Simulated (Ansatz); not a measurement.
# AlRu: input, output and frames of a trajectory

All numbers below come from Ansatz 0.2.0, DFT PBE, scalar-relativistic, plane waves, PAW. Settings: plane waves to 420 eV, k-mesh 2×2×2 (shifted by 0.5, 0.5, 0.5 steps), Fermi–Dirac smearing 0.16 eV. The mesh is coarse. No spin polarisation.

16 atoms, starting at 1.06 times the perfect crystal's volume (space group Pm-3m, the cell as given, not relaxed at this level); Langevin thermostat at 1800 K (friction 0.02 fs⁻¹), fixed cell; 66 steps of 1.5 fs. The run is short and not equilibrated.

The run converged.

It took 2.1 min on 4 threads of Arm Neoverse V2, on a shared host, peak memory 0.7 GiB.

Command:
```bash
ansatz run input.yaml --threads 4 --pin off --max-ram 5120MiB --backend cpu --events-out ev --progress --plain --runs-dir out
```

Input:
```yaml
crystal:
  lattice:
    - [6.1005474391, 0.0, 0.0]
    - [0.0, -6.1005474391, 0.0]
    - [0.0, 0.0, -6.1005474391]
  atoms:
    - { symbol: Al, position: [0.0, 0.5, 0.5] }
    - { symbol: Al, position: [0.0, 0.5, 0.0] }
    - { symbol: Al, position: [0.0, 0.0, 0.5] }
    - { symbol: Al, position: [0.0, 0.0, 0.0] }
    - { symbol: Al, position: [0.5, 0.5, 0.5] }
    - { symbol: Al, position: [0.5, 0.5, 0.0] }
    - { symbol: Al, position: [0.5, 0.0, 0.5] }
    - { symbol: Al, position: [0.5, 0.0, 0.0] }
    - { symbol: Ru, position: [0.25, 0.25, 0.25] }
    - { symbol: Ru, position: [0.25, 0.25, 0.75] }
    - { symbol: Ru, position: [0.25, 0.75, 0.25] }
    - { symbol: Ru, position: [0.25, 0.75, 0.75] }
    - { symbol: Ru, position: [0.75, 0.25, 0.25] }
    - { symbol: Ru, position: [0.75, 0.25, 0.75] }
    - { symbol: Ru, position: [0.75, 0.75, 0.25] }
    - { symbol: Ru, position: [0.75, 0.75, 0.75] }
basis:
  ecutwfc: 420
kpoints:
  mp_grid: { grid: [2, 2, 2], shift: [0.5, 0.5, 0.5] }
hamiltonian:
  xc: pbe
scf:
  occupations: { method: fermi_dirac, width: 0.1551 }
  lower_state_search: "off"
  convergence: { dr2_threshold: 1.0e-07 }
output:
  forces: true
  stress: true
md:
  timestep: 1.5
  n_steps: 66
  ensemble: nvt_langevin
  temperature: 1800.0
  initial_velocities: maxwell_boltzmann
  seed: 85327
  friction: 0.02
```

Output (its end):
```
...
md step    66: t =    99.00 fs T =  1427.8 K  F+E_penalty+E_count = -51336.39233325 eV  E_kin = 2.953015 eV  P_inst = 0.9409 GPa (6 SCF iters)
SCF converged after 6 iterations
Free energy (F): -51336.392333 eV
Harris-Foulkes:  -51336.392333 eV  (|F-HF|=3.15e-8)
Internal energy: -51335.194447 eV  (E = F + TS)
E sigma→0 (E₀):  -51335.793390 eV
Entropy (-TS):   -1.197886 eV (-74.868 meV/atom)
Fermi energy:    15.162157 eV
--- Per-component energies (eV) ---
  E_band       = -1112.738517
  E_kinetic    = 4332.834366
  E_local      = -15078.392476  (includes V_loc(G=0)·N_el)
  E_nonlocal   = 2839.980427
  E_hartree    = 5382.040329
  E_xc         = -1850.412351
  E_vxc        = -2155.823526  (∫ρ·V_xc dr)
  E_paw        = -31434.032253  (= ΣΔE_a)
  E_vpaw       = -1815.425357  (= ΣTr[D̂ρ^β])
  E_aug_tail   = -0.001449  (compensation charges beyond the density's cutoff)
  E_ewald      = -15527.211040
  E_smearing   = -1.197886  (= −TS)
  E_closure    = -0.000000  (closes the sum)
  Σ components = -51336.392333   (vs F -51336.392333, Δ=0.00e0)
--- Forces (eV/Å), atoms counted from 1 ---
  atom   1  Al     1.14832430    -0.22034629     2.01527199
  atom   2  Al    -0.49838305     0.34161902    -0.39887365
  atom   3  Al    -0.94440765    -0.03938668    -1.39947130
  atom   4  Al    -0.26752376     0.52522529     1.71567748
  atom   5  Al    -1.19886941    -0.99995142     0.83683888
  atom   6  Al     0.50390951     0.96405654    -0.77601790
  atom   7  Al    -0.05023204     1.12080740    -2.00168000
  atom   8  Al     0.17941229     0.59372559     1.34408115
  atom   9  Ru    -0.39807647    -0.82998035     0.92420733
  atom  10  Ru    -0.25709794     0.96429104    -0.01739220
  atom  11  Ru    -0.62527898    -0.03227264    -1.22651480
  atom  12  Ru     0.09753948    -0.78316405     0.73794809
  atom  13  Ru     1.80387416    -0.91209345     0.32126893
  atom  14  Ru     0.59641135     1.70509595    -0.22752084
  atom  15  Ru     0.49255976    -1.12180625    -1.01670728
  atom  16  Ru    -0.58218172    -1.27577935    -0.83113817
  max |Σ_I F_I| component: 4.03e-5 eV/Å
--- Stress (GPa, compression-positive) ---
       -0.505072      -0.339070       1.313150
       -0.339071      -2.688693      -0.437307
        1.313151      -0.437307       1.848695
  P = ⅓ Tr σ = -0.4484 GPa (-4.484 kbar)
--- MD trajectory: 66 steps, t = 0.0 → 99.0 fs ---
  final state: T = 1427.8 K   F+E_penalty+E_count = -51336.39233325 eV   E_kin = 2.953015 eV
```

Frames along the run (Å, eV/Å; dE is the potential energy from the first frame):

```xyz
16
Lattice="6.101 0.000 0.000 0.000 -6.101 0.000 0.000 0.000 -6.101" Properties=species:S:1:pos:R:3:forces:R:3 pbc="T T T" time_fs=0.00 dE_eV=0.0000 T_K=1688
Al    0.000   -3.050   -3.050    0.000    0.000    0.000
Al    0.000   -3.050    0.000    0.000    0.000    0.000
Al    0.000    0.000   -3.050    0.000    0.000    0.000
Al    0.000    0.000    0.000    0.000    0.000    0.000
Al    3.050   -3.050   -3.050    0.000    0.000    0.000
Al    3.050   -3.050    0.000    0.000    0.000    0.000
Al    3.050    0.000   -3.050    0.000    0.000    0.000
Al    3.050    0.000    0.000    0.000    0.000    0.000
Ru    1.525   -1.525   -1.525    0.000    0.000    0.000
Ru    1.525   -1.525   -4.575    0.000    0.000    0.000
Ru    1.525   -4.575   -1.525    0.000    0.000    0.000
Ru    1.525   -4.575   -4.575    0.000    0.000    0.000
Ru    4.575   -1.525   -1.525    0.000    0.000    0.000
Ru    4.575   -1.525   -4.575    0.000    0.000    0.000
Ru    4.575   -4.575   -1.525    0.000    0.000    0.000
Ru    4.575   -4.575   -4.575    0.000    0.000    0.000
16
Lattice="6.101 0.000 0.000 0.000 -6.101 0.000 0.000 0.000 -6.101" Properties=species:S:1:pos:R:3:forces:R:3 pbc="T T T" time_fs=7.50 dE_eV=0.2709 T_K=1612
Al   -0.092   -3.093   -3.056    0.565    0.409    0.120
Al    0.059   -3.032    0.027   -0.509   -0.030   -0.215
Al   -0.107    0.075   -3.038    0.810   -0.670    0.152
Al    0.033   -0.031   -0.068   -0.148    0.003    0.279
Al    3.043   -3.072   -3.077    0.092   -0.123   -0.019
Al    2.977   -2.963   -0.025    0.682   -0.792    0.471
Al    3.055   -0.006   -3.015   -0.157    0.242   -0.313
Al    3.051    0.034   -0.014   -0.033   -0.072    0.239
Ru    1.588   -1.534   -1.505   -0.595    0.151   -0.752
Ru    1.520   -1.563   -4.559   -0.269    0.529    0.448
Ru    1.545   -4.548   -1.511   -0.248    0.003   -0.270
Ru    1.507   -4.628   -4.604   -0.002    0.106    0.248
Ru    4.512   -1.489   -1.506    0.329   -0.362   -0.105
Ru    4.557   -1.522   -4.569    0.129    0.082   -0.139
Ru    4.586   -4.552   -1.505   -0.243    0.224    0.341
Ru    4.612   -4.619   -4.587   -0.404    0.299   -0.487
16
Lattice="6.101 0.000 0.000 0.000 -6.101 0.000 0.000 0.000 -6.101" Properties=species:S:1:pos:R:3:forces:R:3 pbc="T T T" time_fs=15.00 dE_eV=0.9537 T_K=1096
Al   -0.178   -3.092   -3.045    1.014    0.435   -0.005
Al    0.108   -3.047    0.042   -0.979    0.043   -0.224
Al   -0.232    0.170   -3.043    1.823   -1.520    0.525
Al    0.037   -0.051   -0.113   -0.128    0.011    0.396
Al    3.038   -3.072   -3.107    0.112   -0.346   -0.053
Al    2.933   -2.889   -0.061    1.234   -1.600    1.308
Al    3.025    0.023   -3.014   -0.162    0.200   -0.365
Al    3.070    0.071   -0.014   -0.301   -0.228    0.291
Ru    1.636   -1.551   -1.492   -1.176    0.688   -1.353
Ru    1.506   -1.584   -4.530   -0.553    0.807    0.579
Ru    1.557   -4.520   -1.493   -0.503   -0.099   -0.538
Ru    1.493   -4.657   -4.614    0.012    0.214    0.317
Ru    4.443   -1.476   -1.498    0.701   -0.350   -0.325
Ru    4.566   -1.525   -4.557    0.147    0.212   -0.347
Ru    4.586   -4.527   -1.500   -0.519    0.421    0.763
Ru    4.604   -4.686   -4.602   -0.723    1.111   -0.969
16
Lattice="6.101 0.000 0.000 0.000 -6.101 0.000 0.000 0.000 -6.101" Properties=species:S:1:pos:R:3:forces:R:3 pbc="T T T" time_fs=22.50 dE_eV=1.5378 T_K=926
Al   -0.243   -3.065   -3.022    1.412    0.396   -0.293
Al    0.145   -3.065    0.023   -1.258    0.185    0.041
Al   -0.281    0.223   -3.049    2.221   -1.994    0.783
Al    0.047   -0.076   -0.165   -0.151    0.134    0.624
Al    3.030   -3.047   -3.141    0.139   -0.663    0.031
Al    2.910   -2.869   -0.071    1.484   -2.045    1.808
Al    2.985    0.098   -3.045    0.041   -0.262   -0.096
Al    3.113    0.069   -0.020   -0.840   -0.057    0.343
Ru    1.650   -1.568   -1.490   -1.302    1.130   -1.762
Ru    1.507   -1.593   -4.514   -0.865    0.919    0.494
Ru    1.565   -4.509   -1.488   -0.561   -0.203   -0.687
Ru    1.477   -4.669   -4.609   -0.029    0.286    0.109
Ru    4.378   -1.473   -1.492    1.078   -0.194   -0.739
Ru    4.576   -1.532   -4.565    0.168    0.379   -0.429
Ru    4.603   -4.492   -1.494   -0.891    0.259    0.988
Ru    4.587   -4.729   -4.618   -0.647    1.730   -1.216
16
Lattice="6.101 0.000 0.000 0.000 -6.101 0.000 0.000 0.000 -6.101" Properties=species:S:1:pos:R:3:forces:R:3 pbc="T T T" time_fs=30.00 dE_eV=1.9893 T_K=838
Al   -0.285   -3.061   -3.019    1.777    0.416   -0.470
Al    0.151   -3.060    0.024   -1.128    0.187    0.214
Al   -0.321    0.223   -3.042    2.253   -2.002    0.836
Al    0.089   -0.113   -0.203   -0.408    0.319    0.830
Al    3.029   -3.041   -3.161    0.189   -0.917    0.062
Al    2.923   -2.873   -0.088    1.322   -2.075    2.255
Al    2.958    0.168   -3.100    0.310   -0.790    0.449
Al    3.155    0.091   -0.013   -1.277   -0.279    0.181
Ru    1.655   -1.593   -1.506   -1.158    1.337   -1.913
Ru    1.524   -1.598   -4.478   -1.051    0.947    0.237
Ru    1.593   -4.503   -1.469   -0.758   -0.278   -0.778
Ru    1.449   -4.697   -4.587   -0.228    0.513   -0.267
Ru    4.333   -1.472   -1.496    1.334    0.111   -0.975
Ru    4.584   -1.558   -4.570    0.060    0.583   -0.559
Ru    4.624   -4.443   -1.477   -1.117   -0.257    1.003
Ru    4.570   -4.750   -4.635   -0.119    2.185   -1.104
16
Lattice="6.101 0.000 0.000 0.000 -6.101 0.000 0.000 0.000 -6.101" Properties=species:S:1:pos:R:3:forces:R:3 pbc="T T T" time_fs=37.50 dE_eV=1.9940 T_K=1228
Al   -0.268   -3.083   -3.030    1.724    0.518   -0.613
Al    0.158   -3.045    0.019   -0.991    0.199    0.433
Al   -0.289    0.200   -3.052    1.632   -1.699    1.029
Al    0.115   -0.134   -0.194   -0.511    0.375    0.741
Al    3.049   -3.085   -3.151    0.116   -0.693   -0.088
Al    2.950   -2.926   -0.072    0.824   -1.236    2.063
Al    2.921    0.197   -3.164    0.814   -1.183    1.236
Al    3.201    0.101    0.031   -1.911   -0.788   -0.574
Ru    1.634   -1.609   -1.549   -0.481    1.086   -1.536
Ru    1.538   -1.589   -4.423   -1.056    0.620    0.033
Ru    1.619   -4.495   -1.440   -0.886   -0.628   -0.826
Ru    1.416   -4.724   -4.555   -0.322    1.015   -0.848
Ru    4.316   -1.475   -1.500    1.133    0.266   -0.943
Ru    4.577   -1.568   -4.577    0.064    0.420   -0.452
Ru    4.630   -4.389   -1.458   -0.958   -0.990    0.679
Ru    4.543   -4.774   -4.653    0.810    2.718   -0.336
16
Lattice="6.101 0.000 0.000 0.000 -6.101 0.000 0.000 0.000 -6.101" Properties=species:S:1:pos:R:3:forces:R:3 pbc="T T T" time_fs=45.00 dE_eV=1.8273 T_K=1014
Al   -0.209   -3.098   -3.052    1.161    0.485   -0.505
Al    0.159   -3.006    0.005   -0.806    0.091    0.675
Al   -0.220    0.170   -3.040    0.819   -1.472    1.094
Al    0.126   -0.131   -0.183   -0.517    0.300    0.652
Al    3.026   -3.136   -3.131    0.402   -0.330   -0.181
Al    2.986   -2.980    0.000    0.253   -0.595    1.402
Al    2.901    0.191   -3.214    1.225   -1.348    1.933
Al    3.186    0.062    0.083   -2.149   -0.841   -1.183
Ru    1.598   -1.622   -1.577    0.202    0.839   -1.103
Ru    1.551   -1.573   -4.404   -1.073    0.238   -0.150
Ru    1.625   -4.490   -1.414   -0.740   -0.858   -0.800
Ru    1.382   -4.744   -4.515   -0.252    1.607   -1.413
Ru    4.313   -1.486   -1.488    0.847    0.162   -0.964
Ru    4.569   -1.562   -4.602    0.180    0.123    0.061
Ru    4.649   -4.353   -1.420   -0.930   -1.274    0.169
Ru    4.539   -4.801   -4.672    1.378    2.872    0.314
16
Lattice="6.101 0.000 0.000 0.000 -6.101 0.000 0.000 0.000 -6.101" Properties=species:S:1:pos:R:3:forces:R:3 pbc="T T T" time_fs=54.00 dE_eV=1.4943 T_K=1241
Al   -0.125   -3.097   -3.131    0.316    0.163    0.195
Al    0.152   -2.946    0.036   -0.564   -0.245    0.489
Al   -0.085    0.154   -3.000   -0.445   -1.419    1.191
Al    0.146   -0.136   -0.160   -0.619    0.202    0.465
Al    3.032   -3.202   -3.125    0.431    0.117   -0.147
Al    3.013   -3.043    0.101   -0.163    0.033    0.687
Al    2.936    0.138   -3.219    1.216   -1.046    2.096
Al    3.102   -0.011    0.103   -1.482   -0.515   -1.203
Ru    1.566   -1.645   -1.619    0.616    0.634   -0.593
Ru    1.559   -1.542   -4.414   -0.862   -0.347   -0.146
Ru    1.634   -4.484   -1.361   -0.748   -0.903   -1.042
Ru    1.359   -4.779   -4.480    0.520    2.150   -1.725
Ru    4.351   -1.518   -1.485    0.568   -0.072   -0.806
Ru    4.562   -1.559   -4.635    0.298    0.173    0.591
Ru    4.653   -4.333   -1.351   -0.442   -1.119   -0.534
Ru    4.543   -4.816   -4.692    1.359    2.191    0.480
16
Lattice="6.101 0.000 0.000 0.000 -6.101 0.000 0.000 0.000 -6.101" Properties=species:S:1:pos:R:3:forces:R:3 pbc="T T T" time_fs=61.50 dE_eV=1.4348 T_K=1136
Al   -0.052   -3.054   -3.183   -0.352   -0.290    0.689
Al    0.146   -2.934    0.073   -0.387   -0.258    0.234
Al    0.013    0.107   -2.985   -1.325   -1.290    1.453
Al    0.186   -0.123   -0.117   -0.910   -0.065    0.089
Al    3.058   -3.251   -3.136    0.341    0.451    0.059
Al    3.022   -3.121    0.203   -0.462    0.506    0.099
Al    2.953    0.104   -3.177    1.301   -0.810    1.786
Al    3.040   -0.062    0.122   -0.807   -0.136   -1.140
Ru    1.557   -1.665   -1.652    0.796    0.543    0.073
Ru    1.545   -1.519   -4.421   -0.435   -0.796   -0.250
Ru    1.627   -4.479   -1.345   -0.690   -0.817   -1.121
Ru    1.351   -4.800   -4.457    1.171    2.635   -1.802
Ru    4.373   -1.554   -1.475    0.415   -0.269   -0.587
Ru    4.546   -1.552   -4.638    0.415    0.242    0.761
Ru    4.643   -4.322   -1.296   -0.070   -1.018   -0.902
Ru    4.568   -4.800   -4.696    0.997    1.373    0.558
16
Lattice="6.101 0.000 0.000 0.000 -6.101 0.000 0.000 0.000 -6.101" Properties=species:S:1:pos:R:3:forces:R:3 pbc="T T T" time_fs=69.00 dE_eV=1.4338 T_K=965
Al   -0.010   -2.971   -3.174   -0.783   -0.949    0.780
Al    0.167   -2.957    0.107   -0.474    0.009    0.160
Al    0.060    0.095   -2.962   -1.590   -1.114    1.428
Al    0.197   -0.111   -0.084   -1.081   -0.269   -0.089
Al    3.121   -3.281   -3.157   -0.053    0.751    0.387
Al    3.011   -3.193    0.253   -0.499    1.048    0.010
Al    2.981    0.126   -3.107    1.152   -0.889    1.263
Al    2.981   -0.077    0.119   -0.068    0.027   -0.776
Ru    1.562   -1.674   -1.669    0.934    0.642    0.535
Ru    1.533   -1.512   -4.405    0.168   -0.604   -0.370
Ru    1.616   -4.475   -1.326   -0.648   -0.814   -1.405
Ru    1.358   -4.789   -4.450    1.320    2.516   -1.393
Ru    4.387   -1.582   -1.458    0.352   -0.328   -0.363
Ru    4.533   -1.552   -4.621    0.359    0.459    0.492
Ru    4.621   -4.300   -1.257    0.285   -1.092   -1.112
Ru    4.607   -4.767   -4.671    0.625    0.607    0.452
16
Lattice="6.101 0.000 0.000 0.000 -6.101 0.000 0.000 0.000 -6.101" Properties=species:S:1:pos:R:3:forces:R:3 pbc="T T T" time_fs=76.50 dE_eV=1.4992 T_K=784
Al   -0.012   -2.905   -3.138   -0.880   -1.431    0.600
Al    0.207   -2.990    0.129   -0.800    0.431    0.237
Al    0.101    0.105   -2.936   -1.681   -0.951    1.267
Al    0.178   -0.080   -0.061   -1.004   -0.533   -0.109
Al    3.180   -3.282   -3.164   -0.436    0.797    0.601
Al    2.982   -3.261    0.283   -0.137    1.616    0.133
Al    3.023    0.139   -3.002    0.909   -0.658    0.525
Al    2.960   -0.086    0.125    0.281    0.132   -0.543
Ru    1.580   -1.675   -1.688    0.887    0.754    0.968
Ru    1.550   -1.516   -4.376    0.325   -0.204   -0.488
Ru    1.616   -4.465   -1.303   -0.700   -1.028   -1.818
Ru    1.376   -4.770   -4.459    1.381    1.954   -0.630
Ru    4.398   -1.600   -1.452    0.416   -0.304   -0.035
Ru    4.522   -1.546   -4.596    0.401    0.552    0.134
Ru    4.600   -4.284   -1.228    0.579   -1.140   -1.207
Ru    4.639   -4.724   -4.627    0.458    0.014    0.365
16
Lattice="6.101 0.000 0.000 0.000 -6.101 0.000 0.000 0.000 -6.101" Properties=species:S:1:pos:R:3:forces:R:3 pbc="T T T" time_fs=84.00 dE_eV=1.3663 T_K=1161
Al   -0.041   -2.910   -3.143   -0.567   -1.393    0.802
Al    0.213   -3.010    0.141   -0.911    0.596    0.219
Al    0.100    0.101   -2.864   -1.425   -0.577    0.626
Al    0.136   -0.122   -0.051   -0.752   -0.204    0.113
Al    3.215   -3.250   -3.148   -0.779    0.430    0.653
Al    2.949   -3.274    0.300    0.272    1.672    0.274
Al    3.061    0.128   -2.889    0.685   -0.181   -0.231
Al    2.951   -0.102    0.105    0.389    0.274   -0.157
Ru    1.584   -1.652   -1.698    0.560    0.392    1.105
Ru    1.566   -1.530   -4.347    0.232    0.233   -0.460
Ru    1.616   -4.467   -1.282   -0.856   -1.140   -1.967
Ru    1.386   -4.752   -4.466    1.074    0.938    0.081
Ru    4.396   -1.614   -1.444    0.683   -0.272    0.159
Ru    4.507   -1.559   -4.577    0.402    0.794   -0.072
Ru    4.575   -4.284   -1.202    0.761   -1.198   -1.138
Ru    4.666   -4.700   -4.562    0.233   -0.365   -0.006
16
Lattice="6.101 0.000 0.000 0.000 -6.101 0.000 0.000 0.000 -6.101" Properties=species:S:1:pos:R:3:forces:R:3 pbc="T T T" time_fs=91.50 dE_eV=1.4236 T_K=1368
Al   -0.110   -2.941   -3.185    0.295   -1.013    1.399
Al    0.188   -3.009    0.161   -0.611    0.406    0.013
Al    0.095    0.095   -2.768   -1.156   -0.203   -0.228
Al    0.097   -0.175   -0.076   -0.484    0.251    0.672
Al    3.245   -3.196   -3.115   -1.148   -0.178    0.594
Al    2.945   -3.273    0.330    0.345    1.451    0.093
Al    3.142    0.095   -2.761    0.251    0.514   -1.169
Al    2.950   -0.111    0.061    0.363    0.392    0.470
Ru    1.599   -1.621   -1.699    0.007   -0.309    0.961
Ru    1.567   -1.549   -4.325    0.154    0.697   -0.257
Ru    1.622   -4.484   -1.275   -0.888   -0.753   -1.635
Ru    1.412   -4.736   -4.469    0.530   -0.002    0.477
Ru    4.378   -1.623   -1.432    1.228   -0.339    0.447
Ru    4.496   -1.575   -4.575    0.346    1.215   -0.199
Ru    4.573   -4.295   -1.179    0.763   -1.289   -1.158
Ru    4.696   -4.685   -4.478    0.004   -0.841   -0.480
16
Lattice="6.101 0.000 0.000 0.000 -6.101 0.000 0.000 0.000 -6.101" Properties=species:S:1:pos:R:3:forces:R:3 pbc="T T T" time_fs=99.00 dE_eV=2.0123 T_K=1428
Al   -0.164   -2.993   -3.216    1.148   -0.220    2.015
Al    0.182   -3.026    0.198   -0.498    0.342   -0.399
Al    0.066    0.109   -2.648   -0.944   -0.039   -1.399
Al    0.073   -0.216   -0.140   -0.268    0.525    1.716
Al    3.255   -3.109   -3.097   -1.199   -1.000    0.837
Al    2.941   -3.259    0.400    0.504    0.964   -0.776
Al    3.208    0.056   -2.666   -0.050    1.121   -2.002
Al    2.960   -0.127   -0.008    0.179    0.594    1.344
Ru    1.598   -1.601   -1.706   -0.398   -0.830    0.924
Ru    1.580   -1.547   -4.318   -0.257    0.964   -0.017
Ru    1.630   -4.521   -1.271   -0.625   -0.032   -1.227
Ru    1.432   -4.726   -4.473    0.098   -0.783    0.738
Ru    4.372   -1.612   -1.379    1.804   -0.912    0.321
Ru    4.481   -1.592   -4.575    0.596    1.705   -0.228
Ru    4.582   -4.311   -1.176    0.493   -1.122   -1.017
Ru    4.746   -4.682   -4.418   -0.582   -1.276   -0.831
```